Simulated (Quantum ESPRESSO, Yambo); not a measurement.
# KI (Fm-3m): G0W0 with Yambo, start to end, part 2 of 2

How does a plane-wave GW calculation on KI (Fm-3m) run from the first input to the gap?

Quantum ESPRESSO 7.5 and Yambo 5.3.0; PBE and many-body steps on it, plane waves. Known limits of the many-body steps: not at the basis limit; no spin-orbit coupling.

So far. Step 2 (Ground state): The gap is direct, at Γ. Step 3 (Bands along the symmetry lines): The gap is 3.968 eV, as in the run before at this level.

## (4) Empty states on the mesh, 4×4×4 mesh, 147 bands

Level of this step: DFT, PBE, plane waves, norm-conserving pseudopotentials (Quantum ESPRESSO).

The sums over transitions need many empty states on a uniform mesh; this step solves for them.

Input file pw.in:

```
&control
  calculation = 'nscf'
  prefix = 'x'
  outdir = 'o'
  pseudo_dir = 'pseudo'
/
&system
  ibrav = 0
  nat = 2
  ntyp = 2
  ecutwfc = 76.0
  nbnd = 147
  force_symmorphic = .true.
/
&electrons
  conv_thr = 1e-9
  electron_maxstep = 80
  diago_full_acc = .true.
  diago_thr_init = 5e-6
/
ATOMIC_SPECIES
  K 39.098 K.upf
  I 126.9 I.upf
CELL_PARAMETERS angstrom
  0.0000000000 3.5327750000 3.5327750000
  3.5327750000 0.0000000000 3.5327750000
  3.5327750000 3.5327750000 -0.0000000000
ATOMIC_POSITIONS crystal
  K 0.0000000000 0.0000000000 0.0000000000
  I 0.5000000000 0.5000000000 0.5000000000
K_POINTS automatic
  4 4 4 0 0 0
```

The run is started by

```console
$ OMP_NUM_THREADS=1 mpirun -n 4 pw.x -nk 4 -in pw.in > pw.out
```

Output:

```text
[banner, memory and clock lines left out]
Program PWSCF v.7.5 starts

     Atomic positions and unit cell read from directory:
     o/x.save/

     Message from routine setup:
     using ibrav=0 with symmetry is DISCOURAGED, use correct ibrav instead

     G-vector sticks info

     bravais-lattice index     =            0
     lattice parameter (alat)  =       9.4413  a.u.
     unit-cell volume          =     595.0789 (a.u.)^3
     number of atoms/cell      =            2
     number of atomic types    =            2
     number of electrons       =        34.00
     number of Kohn-Sham states=          147
     kinetic-energy cutoff     =      76.0000  Ry
     charge density cutoff     =     304.0000  Ry
     Exchange-correlation= PBE
                           (   1   4   3   4   0   0   0)

     celldm(1)=   9.441258  celldm(2)=   0.000000  celldm(3)=   0.000000
     celldm(4)=   0.000000  celldm(5)=   0.000000  celldm(6)=   0.000000

     crystal axes: (cart. coord. in units of alat)
               a(1) = (   0.000000   0.707107   0.707107 )
               a(2) = (   0.707107   0.000000   0.707107 )
               a(3) = (   0.707107   0.707107  -0.000000 )

     reciprocal axes: (cart. coord. in units 2 pi/alat)
               b(1) = ( -0.707107  0.707107  0.707107 )
               b(2) = (  0.707107 -0.707107  0.707107 )
               b(3) = (  0.707107  0.707107 -0.707107 )
     Pseudo is Norm-conserving + core correction, Zval =  9.0
     Generated using ONCVPSP code by D. R. Hamann
     Using radial grid of 2222 points,  6 beta functions with:
     Pseudo is Norm-conserving + core correction, Zval = 25.0
     Generated using ONCVPSP code by D. R. Hamann
     Using radial grid of 1188 points,  8 beta functions with:
     K                 9.00    39.09800     K ( 1.00)
     I                25.00   126.90000     I ( 1.00)

     48 Sym. Ops., with inversion, found

   Cartesian axes

     site n.     atom                  positions (alat units)
         1        K      tau(   1) = (   0.0000000   0.0000000   0.0000000  )
         2        I      tau(   2) = (   0.7071068   0.7071068   0.7071068  )

     number of k points=     8
                       cart. coord. in units 2pi/alat
        k(    1) = (   0.0000000   0.0000000   0.0000000), wk =   0.0312500
        k(    2) = (   0.1767767   0.1767767  -0.1767767), wk =   0.2500000
        k(    3) = (  -0.3535534  -0.3535534   0.3535534), wk =   0.1250000
[...]
k(    7) = (  -0.7071068   0.0000000   0.0000000), wk =   0.0937500
        k(    8) = (  -0.7071068   0.3535534   0.0000000), wk =   0.1875000

     Dense  grid:    53377 G-vectors     FFT dimensions: (  54,  54,  54)

     The potential is recalculated from file :
     o/x.save/charge-density

     Starting wfcs are   18 randomized atomic wfcs +  129 random wfcs

     Band Structure Calculation

     End of band structure calculation

          k = 0.0000 0.0000 0.0000 (  6615 PWs)   bands (ev):

  -170.5835-117.4416-117.4416-117.4416 -39.8304 -39.8304 -39.8214 -39.8214
   -39.8214 -25.6599  -9.1471  -9.1471  -9.1471  -7.6826   2.8347   2.8347
     2.8347   6.8023   9.3581   9.3581   9.3581  10.0787  10.0787  12.6277
    15.5384  15.5384  15.5384  15.8454  15.8454  15.8454  17.8809  17.8809
[...]
[... 7 further rows ...]
[...]
70.8762  71.5904  71.5904

          k = 0.1768 0.1768-0.1768 (  6639 PWs)   bands (ev):

  -170.5835-117.4417-117.4416-117.4416 -39.8368 -39.8368 -39.8294 -39.8257
[...]
[... 7 further rows ...]
[...]
70.6238  70.7768  70.7768

          k =-0.3536-0.3536 0.3536 (  6658 PWs)   bands (ev):

  -170.5835-117.4418-117.4417-117.4417 -39.8399 -39.8399 -39.8382 -39.8285
[...]
41.5888  42.7574  42.7574  43.4954  43.4954  43.5600  43.5600  43.5875
     [... 7 further rows ...]
    68.8451  68.8451  69.9535  69.9830  69.9830  70.1362  71.7432  71.7432
    72.7317  72.7317  73.0523

          k = 0.3536 0.0000 0.0000 (  6643 PWs)   bands (ev):

     [... further k-points ...]

     highest occupied, lowest unoccupied level (ev):     2.8347    6.8023

     XML data file, pseudopotentials, collected wavefunctions
```

Run time: 25 s. Hardware: 4 MPI ranks of Arm Neoverse V1, shared host; peak memory 0.56 GiB; 1.7 min of CPU time.

Numbers from this step:

| Property | Result |
| --- | --- |
| gap | 3.968 eV |
| k of the valence top | 0, 0, 0 |
| k of the conduction bottom | 0, 0, 0 |
| least direct gap | 3.968 eV |
| k points computed | 8 |
| lowest point of the top converged band, above the valence top | 67.9421 eV |

On this mesh the gap is 3.968 eV.

## (5) Conversion and set-up

This step: Yambo 5.3.0; conversion and set-up on PBE, plane waves, norm-conserving pseudopotentials.

The states are converted to the many-body program's format and the q mesh is built.

The run is started by

```console
$ (cd o/x.save; p2y > p2y.log; mv SAVE ../..); yambo > setup.log
```

Output:

```text
 Yambo, version 5.3.0

 [02] CORE Variables Setup
 =========================

  [02.01] Unit cells
  ==================

  Cell kind             :  FCC
  Atoms in the cell     :  K  I
  number of K  atoms    :  1
  number of I  atoms    :  1

  List of atomic masses
  Mass of K     :  39.09800
  Mass of I     :  126.9000

  List of atomic coordinates    : [cc]
  K1       :  0.000000  0.000000  0.000000  order 1
  I1       :  6.675977  6.675977  6.675977  order 2

  Alat factors          :  6.675977  6.675977  6.675977 [a.u.]
  Direct lattice volume :  595.0789 [a.u.]
  Direct lattice vectors:  A[ 1 ]  A[ 2 ]  A[ 3 ]
   A[ 1 ]:  0.000000  1.000000  1.000000  [iru]
   0.000000  6.675977  6.675977  [cc]
   A[ 2 ]:  1.000000  0.000000  1.000000  [iru]
   6.675977  0.000000  6.675977  [cc]
   A[ 3 ]:  1.000000  1.000000 -0.000000  [iru]
   6.675977  6.675977 -0.000000  [cc]

  Recip. lattice volume :  0.416836 [a.u.]
  Recip. lattice vectors:  B[ 1 ]  B[ 2 ]  B[ 3 ]
   B[ 1 ]: -0.500000  0.500000  0.500000  [iku]
  -0.470582  0.470582  0.470582  [cc]
   B[ 2 ]:  0.500000 -0.500000  0.500000  [iku]
   0.470582 -0.470582  0.470582  [cc]
   B[ 3 ]:  0.500000  0.500000 -0.500000  [iku]
   0.470582  0.470582 -0.470582  [cc]

  [02.02] Symmetries
  ==================

  Inversion symmetry    : yes
  Spatial inversion     : yes
  Inversion index       :  25
  K-space Time-reversal : no
  Magnetic symmetries   : no
  Group table correct   : yes
  Symmetries units      :  [cc]

   [S  1]:   1.0000      0.66965E-17  0.66965E-17  0.66965E-17   1.0000     -0.66965E-17 -0.66965E-17 -0.66965E-17   1.0000
   [S  2]:  -1.0000     -0.66965E-17  0.66965E-17 -0.66965E-17  -1.0000     -0.66965E-17  0.66965E-17  0.66965E-17   1.0000
   [S  3]:  -1.0000      0.66965E-17 -0.66965E-17 -0.66965E-17   1.0000      0.66965E-17  0.66965E-17 -0.66965E-17  -1.0000
[...]
[... 36 further rows ...]
   [S 47]:  0.66965E-17   1.0000     -0.66965E-17 -0.66965E-17  0.66965E-17  -1.0000       1.0000     -0.66965E-17  0.66965E-17
   [S 48]:  0.66965E-17  -1.0000      0.66965E-17 -0.66965E-17 -0.66965E-17   1.0000       1.0000      0.66965E-17 -0.66965E-17

  [02.03] Reciprocal space
  ========================

  nG shells         :   461
  nG charge         :   53377
  nG WFs            :   7773
  nC WFs            :   6710
  G-vecs. in first 46 shells:  [ Number ]
     1    9   15   27   51   59   65   89  113
    137   169   181   229   259   283   307   331   339
    387   411   459   531   537   561   609   645   701
[...]
1639
  ...
  Shell energy in first 46 shells:  [ mHa ]
[...]
8414.99      8857.89      9190.06      9300.78      9743.67      10075.8      10629.5      10961.6      11072.4
    11515.3      11847.4      11958.1      12733.2      12843.9      13286.8      13619.0      14172.6      14504.8
    14615.5
  ...

[...]
K/Q-points units:
  rlu = crystal or reduced units; cc = cartesian coordinates; iku = interal k-units

  K [1]          [rlu]:  0.000000  0.000000  0.000000
         WF components:   6615
  K [2]          [rlu]: -0.66843E-18 -0.66843E-18  0.25000
         WF components:   6639
  K [3]          [rlu]:  0.13369E-17  0.13369E-17 -0.50000
         WF components:   6658
  K [4]          [rlu]: -0.20426E-17  0.25000      0.25000
         WF components:   6643
  K [5]          [rlu]:  0.20221E-16  0.25000     -0.50000
         WF components:   6674
  [... 2 further k-points ...]
  K [8]          [rlu]:  0.250000 -0.500000 -0.250000
         WF components:   6652

  [02.05] Energies & Occupations
  ==============================

  [X] === General ===
  [X] Electronic Temperature                        :  0.000000  0.000000 [eV K]
  [X] Bosonic    Temperature                        :  0.000000  0.000000 [eV K]
  [X] Finite Temperature mode                       : no
  [X] El. density                                   :  0.38557E+24 [cm-3]
  [X] Fermi Level                                   :  2.834744 [eV]

  [X] === Gaps and Widths ===
  [X] Conduction Band Min                           :  3.967596 [eV]
  [X] Valence Band Max                              :  0.000000 [eV]
  [X] Filled Bands                                  :  17
  [X] Empty Bands                                   :   18  147
  [X] Direct Gap                                    :  3.967596 [eV]
  [X] Direct Gap localized at k                     :  1
  [X] Indirect Gap                                  :  3.967596 [eV]
  [X] Indirect Gap between kpts                     :  1  1
  [X] Last valence band width                       :  0.596216 [eV]
  [X] 1st conduction band width                     :  2.515619 [eV]

  E @ K [1]:  [eV]
  -173.4182 -120.2763 -120.2763 -120.2763  -42.6651  -42.6651  -42.6562  -42.6562
   -42.6562     -28.4947     -11.9819     -11.9819     -11.9819     -10.5174    -0.354233E-8 -0.234199E-8
   0.000000  3.967596  6.523315  6.523315  6.523315  7.243998  7.243998  9.792981
[...]
occ @ K [1]
[...]
E @ K [2]:  [eV]
[...]
occ @ K [2]
[...]
E @ K [3]:  [eV]
[...]
occ @ K [3]
[...]
E @ K [4]:  [eV]
[...]
occ @ K [4]
[...]
E @ K [5]:  [eV]
[...]
occ @ K [5]
[...]
[... 2 further k-points ...]
  E @ K [8]:  [eV]
[...]
occ @ K [8]
[...]
0.000000  0.000000  0.000000  0.000000  0.000000  0.000000  0.000000  0.000000
   0.000000  0.000000  0.000000  0.000000  0.000000  0.000000  0.000000  0.000000

 [03] Transferred momenta grid and indexing
 ==========================================

 IBZ Q-points                                      :   8
 BZ  Q-points                                      :   64

 K/Q-points units:
 rlu = crystal or reduced units; cc = cartesian coordinates; iku = interal k-units

 Q [1]          [rlu]:  0.000000  0.000000  0.000000
 Q [2]          [rlu]: -0.66843E-18 -0.66843E-18  0.25000
 Q [3]          [rlu]:  0.13369E-17  0.13369E-17 -0.50000
[...]
Q [7]          [rlu]:  0.40852E-17 -0.50000     -0.50000
 Q [8]          [rlu]:  0.250000 -0.500000 -0.250000

  [03.01] X indexes
  =================

   [03.01.01] Sigma indexes
   ========================

 [06] Game Over & Game summary
```

Run time: 3.5 s. Hardware: 1 MPI rank; peak memory 0.26 GiB.

## (6) Screening and self-energy, 4×4×4 mesh, 147 bands, screening to 149.7 eV

Now the one-shot GW correction: screening in the RPA, then the self-energy of the levels asked for.

This step: G0W0 on PBE, plane waves, norm-conserving pseudopotentials.

Input file gw1.in:

```
HF_and_locXC
gw0
dyson
ppa
em1d
rim_cut
RandQpts= 1000000
RandGvec= 1 RL
EXXRLvcs= 76 Ry
VXCRLvcs= 304 Ry
Chimod= "HARTREE"
% BndsRnXp
 1 | 147 |
%
NGsBlkXp= 11 Ry
% LongDrXp
 1 | 1 | 1 |
%
% GbndRnge
 1 | 147 |
%
DysSolver= "n"
ExtendOut
PPAPntXp= 27.21138 eV
% QPkrange
 1 | 1 | 16 | 19 |
%
```

The run is started by

```console
$ OMP_NUM_THREADS=1 mpirun -n 4 yambo -F gw1.in -J gw1 -C gw1 > gw1.log
```

Output:

```text
 Yambo, version 5.3.0

 [02] CORE Variables Setup
 =========================

  [... cell, symmetries and grids as in the set-up ...]

  [02.05] Energies & Occupations
  ==============================

  [X] === General ===
  [X] Electronic Temperature                        :  0.000000  0.000000 [eV K]
  [X] Bosonic    Temperature                        :  0.000000  0.000000 [eV K]
  [X] Finite Temperature mode                       : no
  [X] El. density                                   :  0.38557E+24 [cm-3]
  [X] Fermi Level                                   :  2.834744 [eV]

  [X] === Gaps and Widths ===
  [X] Conduction Band Min                           :  3.967596 [eV]
  [X] Valence Band Max                              :  0.000000 [eV]
  [X] Filled Bands                                  :  17
  [X] Empty Bands                                   :   18  147
  [X] Direct Gap                                    :  3.967596 [eV]
  [X] Direct Gap localized at k                     :  1
  [X] Indirect Gap                                  :  3.967596 [eV]
  [X] Indirect Gap between kpts                     :  1  1
  [X] Last valence band width                       :  0.596216 [eV]
  [X] 1st conduction band width                     :  2.515619 [eV]

 [03] Transferred momenta grid and indexing
 ==========================================

 IBZ Q-points                                      :   8
 BZ  Q-points                                      :   64

 K/Q-points units:
 rlu = crystal or reduced units; cc = cartesian coordinates; iku = interal k-units

 Q [1]          [rlu]:  0.000000  0.000000  0.000000
 Q [2]          [rlu]: -0.66843E-18 -0.66843E-18  0.25000
 Q [3]          [rlu]:  0.13369E-17  0.13369E-17 -0.50000
 Q [4]          [rlu]: -0.20426E-17  0.25000      0.25000
 Q [5]          [rlu]:  0.31425E-16  0.25000      0.50000
 Q [6]          [rlu]:  0.13369E-17  0.25000     -0.25000
 Q [7]          [rlu]:  0.40852E-17 -0.50000     -0.50000
 Q [8]          [rlu]:  0.250000 -0.500000 -0.250000

 [04] Coloumb potential Random Integration (RIM)
 ===============================================

  [04.01] RIM initialization
  ==========================

  * Diagonal components only detected *

  8 x (sBL volume)        :  0.052104 [a.u.]
  sBZ random points       :  1000000
  Points outside the sBZ  :   7968281
  RL volume               :  0.416836 [a.u.]
  Integrated volume       :  0.418495 [a.u.]

  [04.02] RIM integrals
  =====================

  Gamma point sphere radius             :  0.067750 [a.u.]
  Points outside the sphere             :   800476
  [Int_sBZ(q=0) 1/q^2]*(Vol_sBZ)^(-1/3) =:  7.776341
                                 should be <:  7.795600

  Summary of Coulomb integrals for non-metallic bands |Q|[au] RIM/Bare

  Q [1] 0.100000E-4 0.997530 * Q [2] 0.203768 1.068480
  Q [4] 0.235291 1.066792 * Q [6] 0.332752 1.029814
  Q [5] 0.390186 1.022655 * Q [3] 0.407536 1.020683
  Q [7] 0.470582 1.017590 * Q [8] 0.526126 1.014612

 [05] Dipoles
 ============

  [05.01] Setup: observables and procedures
  =========================================

 [06] Dynamic Dielectric Matrix (PPA)
 ====================================

 [WR./gw1//ndb.pp]---------------------------------------------------------------
  Brillouin Zone Q/K grids (IBZ/BZ)                :    8   64    8   64
  RL vectors                                       :   7799 [WF]
  Coulomb cutoff potential                         : none
  Electronic Temperature                           :  0.000000 [K]
  Bosonic    Temperature                           :  0.000000 [K]
  PPA    diel. fun.  energies                      : Perdew, Burke & Ernzerhof(X)+Perdew, Burke & Ernzerhof(C)
  wavefunctions                                    : Perdew, Burke & Ernzerhof(X)+Perdew, Burke & Ernzerhof(C)
  Global Gauge                                     : length
  X matrix size                                    :   387
  X band range                                     :    1  147
  X e/h energy range                               : -1.000000 -1.000000 [eV]
  X Time ordering                                  : R
  X Hxc Kernel                                     : HARTREE
  X Drude frequency                                :  0.000000  0.000000
  X poles                                          :  100.0000 [o/o]
  RL vectors in the sum                            :   7799
  [r,Vnl] included                                 : yes
  Field direction                                  :  0.577350E-5  0.577350E-5  0.577350E-5
  BZ energy Double Grid                            : no
  BZ energy DbGd points                            : 0
  BZ Q point size factor                           : -1.000000
  X Optical Averaged directions                    : none

 [07] Local Exchange-Correlation + Non-Local Fock
 ================================================

 [VXC] Plane waves :   53377
 [EXS] Plane waves :   6735

 QP @ state[ 1 ] K range:  1  1
 QP @ state[ 1 ] b range:  16  19

 [xc] Functional : Perdew, Burke & Ernzerhof(X)+Perdew, Burke & Ernzerhof(C)
 [xc] LIBXC used to calculate xc functional
  PP Number of Atomic Species                      :  2
  NLCC RL compoments                               :   53377
  PP Number of Atomic Species                      :  2
  NLCC RL compoments                               :   53377

 [xc] E_xc :  -26.22148 [Ha]
      E_xc :  -52.44295 [Ry]

  Local XC kind (lXC) : Perdew, Burke & Ernzerhof(X)+Perdew, Burke & Ernzerhof(C)
  Non-Local XC kind (nlXC) : Hartree-Fock

  Corrections @ K [1] :  [eV]
 <16|nlXC|16> = -16.25152  0.94330E-17 <16|lXC|16> = -13.18414  0.56645E-15
 <17|nlXC|17> = -16.25155 -0.74508E-17 <17|lXC|17> = -13.18414  0.56645E-15
 <18|nlXC|18> = -3.749258 -0.45663E-19 <18|lXC|18> = -7.190464 -0.28323E-15
 <19|nlXC|19> = -3.670630  0.55205E-18 <19|lXC|19> = -7.985013  0.70804E-16

 [08] Dyson equation: Newton solver
 ==================================

  [08.01] G0W0 (W PPA)
  ====================

  [  GW  ] Bands range     :    1  147
  [GW/PPA] G damping       :  0.100000 [eV]

  QP @ state[ 1 ] K range:  1  1
  QP @ state[ 1 ] b range:  16  19

   Sc/G bands                                       :    1  147
   Sc/G damping                                     :  0.100000 ev
   Sc bands terminator                              : no
   Sx RL components                                 :   6735

   QP @ state[ 1 ] K range                          :  1  1
   QP @ state[ 1 ] b range                          :  16  19
   GF energies kind                                 : Perdew, Burke & Ernzerhof(X)+Perdew, Burke & Ernzerhof(C)
   GF WF`s kind                                     : Perdew, Burke & Ernzerhof(X)+Perdew, Burke & Ernzerhof(C)
   Xs energies kind                                 : Perdew, Burke & Ernzerhof(X)+Perdew, Burke & Ernzerhof(C)
   Xs WF`s kind                                     : Perdew, Burke & Ernzerhof(X)+Perdew, Burke & Ernzerhof(C)

 [11] Game Over & Game summary
```

Run time: 3.7 min. Hardware: 4 MPI ranks; peak memory 2.1 GiB; 15 min of CPU time.

Numbers from this step:

```
G0W0 gap on the points computed              : 6.025 eV
starting gap on the mesh                     : 3.968 eV
k of the valence top                         : 0, 0, 0
k of the conduction bottom                   : 0, 0, 0
least direct G0W0 gap on the computed points : 6.025 eV
Z at the valence top                         : 0.8264
Z at the conduction bottom                   : 0.8632
```

The gap on the mesh goes from 3.97 eV to 6.02 eV, a correction of +2.06 eV.

Limits: finite bands, cutoff and mesh; no spin-orbit coupling. v1 is the top filled band, c1 the lowest empty one. The levels before and after the correction (eV, zero at the valence-band top of each column):

```
           conduction bottom  valence top
Kohn-Sham               3.97         0.00
     G0W0               6.02         0.00
```

```
             level  energy (eV)
Kohn-Sham  Γ v2-v1        0.000
Kohn-Sham     Γ c1        3.968
Kohn-Sham     Γ c2        6.523
     G0W0  Γ v2-v1        0.000
     G0W0     Γ c1        6.025
     G0W0     Γ c2        9.205
```

## (7) Where the time went

Times are wall times on the hardware named with each run, good to a factor of about two.

```
                          step     time  share  memory (GiB)
                  ground state     14 s    5 %          0.36
bands along the symmetry lines     16 s    6 %          0.29
      empty states on the mesh     25 s    9 %          0.56
         conversion and set-up    3.5 s    1 %          0.26
     screening and self-energy  3.7 min   79 %           2.1
```

## (8) Results

| Property | Result |
| --- | --- |
| PBE gap | 3.97 eV, direct |
| G0W0 gap on the mesh | 6.02 eV |
| GW settings | 4×4×4 mesh, 147 bands, screening to 149.7 eV, Godby-Needs plasmon pole |
| known limits | not at the basis limit; no spin-orbit coupling |

**Reading.** G0W0 moves the gap on the mesh from 3.97 eV to 6.02 eV (+2.06 eV), with Z of 0.83 and 0.86 at the edges. Only 1 of the mesh's irreducible points was corrected, so a valley elsewhere could overtake. The dearest step here is «screening and self-energy». Bands and cutoff are finite, so the gap is not at the basis limit. The miss can reach some tenths of an eV and take either sign; the mesh is an error of its own. In the G0W0 run levels were corrected at 1 k point alone, so a gap called «on the mesh» is the least over those, and an edge elsewhere would be missed. The many-body steps are scalar-relativistic: spin-orbit coupling is not in them.

[Paths, hosts, dates, memory and timing lines, banners, echoed tables and standing remarks are left out of the program output.]

[Logs are printed without paths, hosts, clocks, repeated set-up lines and the standing remarks that a program may print on its own settings, such as how far it seeks lower states.]

[Runs of the session that timed out or met a known fault of the program may be left out.]

[Hosts, paths, dates, database ids (printed as entryN), source tags and the programs' standing remarks are cut or masked in the printed files.]
